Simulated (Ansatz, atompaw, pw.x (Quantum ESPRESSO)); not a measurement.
## Equation-of-state test of one PAW (atompaw) potential (Li)

lithium (Li), PAW, made with atompaw 4.2.0.5 (PBE, scalar-relativistic). Core [He], reference 2s0.75 2p0.25. Waves: 2s (bound): rc 2.90 bohr; 2s channel at 1.85 Ry: rc 3.00 bohr; 2p (bound): rc 3.00 bohr; 2p channel at 4.25 Ry: rc 3.00 bohr; 3d channel at 0.45 Ry: rc 3.00 bohr; 3d channel at 2.6 Ry: rc 3.00 bohr. Local part: vpsmatchnc scheme with l = 3 at 1 Ry, radius 2.30 bohr. Core correction: smooth core density matched at 2.35 bohr. Augmentation charge: sinc compensation charge, radius 2.70 bohr; PAW radius 3.00 bohr; waves and projectors: custom rrkj vanderbiltortho.

Atomic tests: cutoffs needed: 6 Ry and 6 Ry (the cutoffs (Ry, on a coarse ladder) from which the occupation-weighted sum of valence levels, in a spherical-Bessel basis at the reference potential, stays within 10 and 1 mRy of its value at 400 Ry); ghost test: no extra level below or beside the all-electron valence levels (s, p, d, f tested) (spherical-Bessel basis up to 400 Ry, 20 bohr box); lowest eigenvalue of the overlap operator: 0.83 (s channel).

Crystal test: fcc Li in pw.x 7.5, no spin, 13³ k-points, Fermi–Dirac smearing 0.01 Ry, cutoffs 40/400 Ry. The reference is all-electron LAPW (Ansatz 0.2.0) with the same functional, mesh and smearing; V0 and B0 come from Birch–Murnaghan fits to the pressures at five volumes. Errors are pseudo minus all-electron; Δ is the rms difference of the E(V) curves that follow from these fits, minima aligned, over ±6 % about the mean V0. Mesh and smearing are coarse, so the numbers serve the comparison and aren't converged zero-temperature values; the lattice is a test structure that the element need not adopt.

```
V (Å³/atom)  P all-electron (GPa)  P pseudo (GPa)
     19.331                  0.71            0.75
     19.839                  0.31            0.35
     20.348                 -0.05           -0.02
     20.857                 -0.37           -0.34
     21.365                 -0.66           -0.63
```

All-electron: a0 = 4.329 Å (V0 = 20.28 Å³/atom), B0 = 13.7 GPa.

Pseudopotential: mean pressure error (GPa): +0.03; a0 (Å): 4.332; a0 error (%): +0.07; B0 error (%): +0.1; Δ (meV/atom): 0.1.

Question: At the middle volume, how do free energy and pressure move when the wave cutoff is lowered (ecutrho held at 400 Ry)?

Answer:

```
cutoff (Ry)  shift of F (meV/atom)  shift of P (GPa)
         18                   +0.2             -0.00
         24                   +0.0             -0.00
         32                   +0.0             +0.00
```

Input at the middle volume:

```
&control
  calculation='scf', prefix='x', pseudo_dir='./', outdir='./tmp', tstress=.true., disk_io='none'
/
&system
  ibrav=0, nat=1, ntyp=1, ecutwfc=40, ecutrho=400, nbnd=7,
  occupations='smearing', smearing='fd', degauss=0.01
/
&electrons
  conv_thr=1e-09, mixing_beta=0.4, electron_maxstep=70
/
ATOMIC_SPECIES
Li 1.0 Li.UPF
CELL_PARAMETERS angstrom
  0.00000000 2.16685863 2.16685863
  2.16685863 0.00000000 2.16685863
  2.16685863 2.16685863 0.00000000
ATOMIC_POSITIONS crystal
Li 0.0000 0.0000 0.0000
K_POINTS automatic
13 13 13 0 0 0
```

```bash
pw.x < Li.scf.in > Li.scf.out
```

Lines of the output:

```
Message from routine setup:
     using ibrav=0 with symmetry is DISCOURAGED, use correct ibrav instead
     lattice parameter (alat)  =       5.7909  a.u.
     unit-cell volume          =     137.3151 (a.u.)^3
     number of electrons       =         1.00
     number of Kohn-Sham states=            7
     kinetic-energy cutoff     =      40.0000  Ry
     charge density cutoff     =     400.0000  Ry
     scf convergence threshold =      1.0E-09
     Exchange-correlation= SLA PW PBX PBC
     number of k points=    84  Fermi-Dirac smearing, width (Ry)=  0.0100
     iteration #  1     ecut=    40.00 Ry     beta= 0.40
     total energy              =      -3.84677707 Ry
     estimated scf accuracy    <       0.00030902 Ry
     iteration #  2     ecut=    40.00 Ry     beta= 0.40
     total energy              =      -3.84167535 Ry
     estimated scf accuracy    <       0.00011536 Ry
     iteration #  3     ecut=    40.00 Ry     beta= 0.40
     c_bands:  1 eigenvalues not converged
     c_bands:  1 eigenvalues not converged
     c_bands:  1 eigenvalues not converged
     total energy              =      -3.84195960 Ry
     estimated scf accuracy    <       0.00000112 Ry
     iteration #  4     ecut=    40.00 Ry     beta= 0.40
     total energy              =      -3.84196866 Ry
     estimated scf accuracy    <       0.00000008 Ry
     iteration #  5     ecut=    40.00 Ry     beta= 0.40
     total energy              =      -3.84196895 Ry
     estimated scf accuracy    <       0.00000018 Ry
     iteration #  6     ecut=    40.00 Ry     beta= 0.40
     total energy              =      -3.84196897 Ry
     estimated scf accuracy    <          7.2E-09 Ry
     iteration #  7     ecut=    40.00 Ry     beta= 0.40
     total energy              =      -3.84196896 Ry
     estimated scf accuracy    <       0.00000011 Ry
     iteration #  8     ecut=    40.00 Ry     beta= 0.40
     the Fermi energy is     0.5240 ev
!    total energy              =      -3.84196896 Ry
     estimated scf accuracy    <          2.9E-10 Ry
     smearing contrib. (-TS)   =      -0.00228194 Ry
     The total energy is F=E-TS. E is the sum of the following terms:
     one-electron contribution =       0.45181114 Ry
     hartree contribution      =       0.00112566 Ry
     xc contribution           =      -0.37806649 Ry
     ewald contribution        =      -0.55984375 Ry
     one-center paw contrib.   =      -3.35471357 Ry
     convergence has been achieved in   8 iterations
          total   stress  (Ry/bohr**3)                   (kbar)     P=       -0.16
     Message from routine punch:
     Nothing written, as per user request (disk_io='none')
```

The run at the middle volume (84 k-points, 8 iterations) took about 10 s on one core of a shared host (AMD EPYC 7R43 64-Core Processor, 256 threads, 1004 GiB, load 50).
